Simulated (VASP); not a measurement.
# Sn (Fd-3m) in VASP: settings compared

The runs below take Sn through relaxation of cell and atoms, with PBEsol, HSE06, r2SCAN.

All numbers are computed with VASP 6.6.1; they aren't measurements. Logs are shortened: lines on timing, memory, paths and dates and some standing lists are left out, and cuts for length are marked.

## Step 1: Starting point

It takes space group Fd-3m (No. 227, cubic). The conventional cell has a = 6.467 Å, b = 6.467 Å, c = 6.467 Å, α = 90.00°, β = 90.00°, γ = 90.00°. Sn (site symmetry -43m) is surrounded by 4 Sn at 2.80 Å.

This isn't the form of Sn at room conditions, which is tetragonal (white tin).

## Step 2: Relaxation of cell and atoms, PBEsol

Contents of INCAR:

```
PREC = Accurate
ENCUT = 600
EDIFF = 1E-6
ISMEAR = 0
SIGMA = 0.03
LREAL = False
LASPH = True
NELM = 80
ALGO = Normal
ISIF = 3
LWAVE = False
LCHARG = False
GGA = PS
IBRION = 2
NSW = 90
EDIFFG = -0.01
KPAR = 4
```

Contents of KPOINTS:

```
Automatic mesh
0
Gamma
  10 10 10
```

Contents of POSCAR:

```
Sn
1.0
    0.0000000000      3.2333428000      3.2333428000
    3.2333428000      0.0000000000      3.2333428000
    3.2333428000      3.2333428000      0.0000000000
Sn
2
Direct
    0.0000000000      0.0000000000      0.0000000000
    0.2500000000      0.2500000000      0.2500000000
```

Potentials or basis: VASP PAW PBE potentials, release 64 (Sn_d).

Started as:

```
cat potpaw_PBE.64/Sn_d/POTCAR > POTCAR
mpirun -np 4 vasp_std > vasp.out
```

OUTCAR:

```text
PREC = Accurate
   ENCUT = 600
   EDIFF = 1E-6
   ISMEAR = 0
   LREAL = False
   LASPH = True
   NELM = 80
   ISIF = 3
   GGA = PS
   IBRION = 2
   NSW = 90
   EDIFFG = -0.01

 ion  position               nearest neighbor table
   1  0.000  0.000  0.000-   2 2.80   2 2.80   2 2.80   2 2.80
   2  0.250  0.250  0.250-   1 2.80   1 2.80   1 2.80   1 2.80

  LATTYP: Found a face centered cubic cell.
 ALAT       =     6.4666856000

  Lattice vectors:

 A1 = (   0.0000000000,   3.2333428000,   3.2333428000)
 A2 = (   3.2333428000,   0.0000000000,   3.2333428000)
 A3 = (   3.2333428000,   3.2333428000,   0.0000000000)

Analysis of symmetry for initial positions (statically):
=====================================================================
 Subroutine PRICEL returns:
 Original cell was already a primitive cell.

 Routine SETGRP: Setting up the symmetry group for a
 face centered cubic supercell.

 Subroutine GETGRP returns: Found 48 space group operations
 (whereof 24 operations were pure point group operations)
 out of a pool of 48 trial point group operations.

The static configuration has the point symmetry T_d .
 The point group associated with its full space group is O_h .

Analysis of symmetry for dynamics (positions and initial velocities):
=====================================================================
 Subroutine PRICEL returns:
 Original cell was already a primitive cell.

 Routine SETGRP: Setting up the symmetry group for a
 face centered cubic supercell.

 Subroutine GETGRP returns: Found 48 space group operations
 (whereof 24 operations were pure point group operations)
 out of a pool of 48 trial point group operations.

The dynamic configuration has the point symmetry T_d .
 The point group associated with its full space group is O_h .

 Subroutine INISYM returns: Found 48 space group operations
 (whereof 24 operations are pure point group operations),
 and found     1 'primitive' translations

----------------------------------------------------------------------------------------

                                     Primitive cell

  volume of cell :      67.6060

  direct lattice vectors                    reciprocal lattice vectors
     0.000000000  3.233342800  3.233342800    -0.154638723  0.154638723  0.154638723
     3.233342800  0.000000000  3.233342800     0.154638723 -0.154638723  0.154638723
     3.233342800  3.233342800  0.000000000     0.154638723  0.154638723 -0.154638723

  length of vectors
     4.572637240  4.572637240  4.572637240     0.267842124  0.267842124  0.267842124

  position of ions in fractional coordinates (direct lattice)
     0.000000000  0.000000000  0.000000000
     0.250000000  0.250000000  0.250000000

  ion indices of the primitive-cell ions
   primitive index   ion index
                 1           1
                 2           2

----------------------------------------------------------------------------------------

 KPOINTS: Automatic mesh

Automatic generation of k-mesh.
 Grid dimensions read from file:
 generate k-points for:   10   10   10

 Generating k-lattice:

  Cartesian coordinates                     Fractional coordinates (reciprocal lattice)
    -0.015463872  0.015463872  0.015463872     0.100000000  0.000000000  0.000000000
     0.015463872 -0.015463872  0.015463872     0.000000000  0.100000000  0.000000000
     0.015463872  0.015463872 -0.015463872     0.000000000  0.000000000  0.100000000

  Length of vectors
     0.026784212  0.026784212  0.026784212

  Shift w.r.t. Gamma in fractional coordinates (k-lattice)
     0.000000000  0.000000000  0.000000000

 Subroutine IBZKPT returns following result:
 ===========================================

 Found     47 irreducible k-points:

 Following reciprocal coordinates:
            Coordinates               Weight
  0.000000  0.000000  0.000000      1.000000
  0.100000  0.000000  0.000000      8.000000
  0.200000  0.000000  0.000000      8.000000
  0.300000  0.000000  0.000000      8.000000
  0.400000  0.000000  0.000000      8.000000
  0.500000  0.000000  0.000000      4.000000
[... 16 lines left out ...]
  0.300000  0.300000  0.000000      6.000000
  0.400000  0.300000  0.000000     24.000000
 [... further k-points ...]
   k-points           NKPTS =     47   k-points in BZ     NKDIM =     47   number of bands    NBANDS=     18
   number of dos      NEDOS =    301   number of ions     NIONS =      2
   total plane-waves  NPLWV =  64000
   dimension x,y,z NGX =    40 NGY =   40 NGZ =   40
   dimension x,y,z NGXF=    80 NGYF=   80 NGZF=   80
   ions per type =               2
   NGX,Y,Z   is equivalent  to a cutoff of  14.54, 14.54, 14.54 a.u.
   NGXF,Y,Z  is equivalent  to a cutoff of  29.09, 29.09, 29.09 a.u.
 SYSTEM =  unknown system
   PREC   = accura    normal or accurate (medium, high low for compatibility)
   ISTART =      0    job   : 0-new  1-cont  2-samecut
   ICHARG =      2    charge: 1-file 2-atom 10-const
   ISPIN  =      1    spin polarized calculation?
   LNONCOLLINEAR =      F non collinear calculations
   LSORBIT =      F    spin-orbit coupling
   LASPH  =      T    aspherical Exc in radial PAW
   ENCUT  =  600.0 eV  44.10 Ry    6.64 a.u.   9.13  9.13  9.13*2*pi/ulx,y,z
   NELM   =     80;   NELMIN=  2; NELMDL= -5     # of ELM steps
   EDIFF  = 0.1E-05   stopping-criterion for ELM
   LREAL  =      F    real-space projection
   EDIFFG = -.1E-01   stopping-criterion for IOM
   NSW    =     90    number of steps for IOM
   IBRION =      2    ionic relax: 0-MD 1-quasi-New 2-CG
   NFREE  =      1    steps in history (QN), initial steepest desc. (CG)
   ISIF   =      3    stress and relaxation
   ISYM   =      2    0-nonsym 1-usesym 2-fastsym
   POTIM  = 0.5000    time-step for ionic-motion
   TEBEG  =    0.0;   TEEND  =   0.0 temperature during run
   PSTRESS=    0.0 pullay stress
   NELECT =      28.0000    total number of electrons
   NUPDOWN=      -1.0000    fix difference up-down
   EMIN   =  10.00;   EMAX   =-10.00  energy-range for DOS
   EFERMI =   0.00;   METHOD = LEGACY
   ISMEAR =     0;   SIGMA  =   0.03  broadening in eV -4-tet -1-fermi 0-gaus
   EFERMI_NEDOS =   21; number of points for ismear=-14 and -15
   IALGO  =     38    algorithm
   IMIX   =      4    mixing-type and parameters
     AMIX     =   0.40;   BMIX     =  1.00
     AMIX_MAG =   1.60;   BMIX_MAG =  1.00
  volume/ion in A,a.u.               =      33.80       228.11
  Fermi-wavevector in a.u.,A,eV,Ry     =   1.220298  2.306028 20.260793  1.489126
  Thomas-Fermi vector in A             =   2.355520
   LORBIT       =      0    0 simple, 1 ext, 2 COOP (PROOUT), +10 PAW based schemes
   GGA     = PS    functional components
   LHFCALC =     F    Hartree Fock is set to
   AEXX    =    0.0000 exact exchange contribution
   IVDW    =     0    specifies the selected vdW correction
   LEPSILON=     F    determine dielectric tensor
   LRPA    =     F    only Hartree local field effects (RPA)
 conjugate gradient relaxation of ions
 non-spin polarized calculation
 Gauss-broadening in eV      SIGMA  =   0.03
  energy-cutoff  :      600.00
  volume of cell :       67.61
 maximum number of plane-waves:      2279
 NGX is ok and might be reduce to    40
   NGX = 19   NGY = 19   NGZ = 19

--------------------------------------- Ionic step        1  -------------------------------------------

 number of electron      28.0000005 magnetization

 Free energy of the ion-electron system (eV)
  ---------------------------------------------------
  ext. energy  EPLUGINS =         0.00000000
  ---------------------------------------------------
  free energy    TOTEN  =        -8.45316447 eV

  energy without entropy =       -8.45309432  energy(sigma->0) =       -8.45312940

------------------------ aborting loop because EDIFF is reached ----------------------------------------

  FORCE on cell =-STRESS in cart. coord.  units (eV):
  Direction    XX          YY          ZZ          XY          YZ          ZX
  --------------------------------------------------------------------------------------
  -------------------------------------------------------------------------------------
  Total        0.6209365      0.6209365      0.6209365      0.0000000      0.0000000     -0.0000000
  in kB       14.7154164     14.7154164     14.7154164      0.0000000      0.0000000     -0.0000000
  external PRESSURE =      14.7154164 kB  Pullay stress =       0.0000000 kB
[... 57 lines left out ...]
  energy  without entropy=       -8.4614159658  energy(sigma->0) =       -8.46158200

--------------------------------------- Ionic step        3  -------------------------------------------

 number of electron      28.0000003 magnetization

 Free energy of the ion-electron system (eV)
  ---------------------------------------------------
  ext. energy  EPLUGINS =         0.00000000
  ---------------------------------------------------
  free energy    TOTEN  =        -8.46304511 eV

  energy without entropy =       -8.46283448  energy(sigma->0) =       -8.46293979

 E-fermi :   5.1834     XC(G=0):  -8.9695

 val. band max:        5.1576733739   @ k =   0.1000   0.0000   0.0000
 cond. band min:       5.2192190359   @ k =   0.4000   0.0000   0.0000
 fundamental gap:      0.0615456620
 Fermi energy:         5.1834320224

 k-point     1 :       0.0000    0.0000    0.0000
  band No.  band energies     occupation
      1     -16.2969      2.00000
      2     -16.2969      2.00000
      3     -16.2969      2.00000
      4     -16.2395      2.00000
      5     -16.2395      2.00000
      6     -15.9454      2.00000
[... 10 lines left out ...]
     17       7.4071      0.00000
     18       7.4071      0.00000
[... 466 lines left out ...]
      2     -16.3371      2.00000
      3     -16.2683      2.00000
      4     -16.1559      2.00000
      5     -16.1237      2.00000
      6     -16.0977      2.00000
[... 10 lines left out ...]
     17      10.6081      0.00000
     18      11.1023      0.00000

 [... further k-points ...]

------------------------ aborting loop because EDIFF is reached ----------------------------------------

  FORCE on cell =-STRESS in cart. coord.  units (eV):
  Direction    XX          YY          ZZ          XY          YZ          ZX
  --------------------------------------------------------------------------------------
  -------------------------------------------------------------------------------------
  Total       -0.0019576     -0.0019576     -0.0019576      0.0000000      0.0000000      0.0000000
  in kB       -0.0449073     -0.0449073     -0.0449073      0.0000000      0.0000000      0.0000000
  external PRESSURE =      -0.0449073 kB  Pullay stress =       0.0000000 kB
[... 17 lines left out ...]
  FREE ENERGIE OF THE ION-ELECTRON SYSTEM (eV)
  ---------------------------------------------------
  free  energy   TOTEN  =        -8.4630451062 eV

  energy  without entropy=       -8.4628344792  energy(sigma->0) =       -8.46293979

 reached required accuracy - stopping structural energy minimisation
```

Run time: 25 s. Hardware: 4 MPI ranks of Intel Xeon 6975P-C (Granite Rapids), shared host; peak memory 0.27 GiB.

Results:

| Property | Result |
| --- | --- |
| Free energy | -8.4630 eV |
| Relaxed volume | 34.92 Å³/atom |
| Relaxed cell | a = 4.622 Å, b = 4.622 Å, c = 4.622 Å, α = 60.00°, β = 60.00°, γ = 60.00° |
| Space group after relaxing (to 0.05 Å) | Fd-3m (No. 227) |
| Energy gained by relaxing | 4.9 meV/atom |
| Ionic steps | 3 |
| Pressure after relaxing | 0.0 GPa |
| Band gap on the k mesh | none (metal or under the smearing width) |

The path:
| step | energy change (eV) | largest force (eV/Å) | pressure (GPa) | volume (Å³) |
| --- | --- | --- | --- | --- |
| 1 | 0.0000 | 0.0000 | 1.47 | 67.61 |
| 2 | -0.0086 | 0.0000 | -0.46 | 70.69 |
| 3 | -0.0099 | 0.0000 | 0.00 | 69.84 |

Final structure:
```
Sn
1.0
     0.00000    3.26858    3.26858
     3.26858    0.00000    3.26858
     3.26858    3.26858    0.00000
Sn
2
Cartesian
  0.0000 0.0000 0.0000
  1.6343 1.6343 1.6343
```

Caveat: the PAW data sets were made with another functional, which shifts forces and pressure a little. Zero-point motion and thermal expansion aren't in these numbers.

(Part 1 of 2 ends here.)
